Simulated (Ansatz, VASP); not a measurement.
## One calculation of Sb, two programs

File INCAR:

```
SYSTEM = Sb
PREC = Accurate ; ENCUT = 520
EDIFF = 1E-7 ; ISMEAR = -1
SIGMA = 0.05 ; LREAL = .FALSE.
LASPH = .TRUE. ; NELM = 80
ALGO = Normal ; ISIF = 2
LWAVE = .FALSE. ; LCHARG = .FALSE.
GGA = PS ; NBANDS = 8
```

File KPOINTS:

```
Automatic mesh
0
G
  10 10 10
  0 0 0
```

POSCAR

```
Sb
1.0
   -1.8587811731      1.8587811731      1.8587811731
    1.8587811731     -1.8587811731      1.8587811731
    1.8587811731      1.8587811731     -1.8587811731
Sb
1
Direct
    0.0000000000      0.0000000000      0.0000000000
```

File input.yaml:

```yaml
crystal:
  lattice:
    - [-1.8587811731, 1.8587811731, 1.8587811731]
    - [1.8587811731, -1.8587811731, 1.8587811731]
    - [1.8587811731, 1.8587811731, -1.8587811731]
  atoms:
    - { symbol: Sb, position: [0.0, 0.0, 0.0] }
hamiltonian:
  xc: pbesol
  pseudopotentials: { kind: paw }
kpoints:
  mp_grid: { grid: [10, 10, 10] }
scf:
  occupations: { method: fermi_dirac, width: 0.05 }
output:
  forces: true
  stress: true
  eigenvalues: true
```

Change from the starting cell: volume scaled by 0.98.

Alike in both runs: task single point; functional PBEsol; k mesh 10 × 10 × 10; occupations fermi-dirac, width 0.05 eV; no spin polarisation.

```csv
,VASP,Ansatz
version,VASP 6.6.1,Ansatz 0.2.0
potentials or method,"VASP PAW PBE potentials, release 64 (Sb)",Ansatz PAW
plane-wave cutoff (eV),520,420
valence electrons in the cell,5,15
```

|  | VASP | Ansatz | Ansatz less VASP |
| --- | --- | --- | --- |
| gap on the k mesh at the Fermi level (eV) | none | none | - |
| pressure (GPa) | 1.4 | 1.4 | -0.02 |

A gap of «none» marks a metal or a gap that the smearing closes. The two sets of potentials don't hold the same shells in valence.

Caveats: the PAW data sets were made with another functional, which shifts forces and pressure a little (VASP); the PAW data sets come from PBE, with cores solved anew for the run's functional, which leaves a small shift of forces and pressure (Ansatz). Spin-orbit coupling is left out, which matters for the levels of Sb.
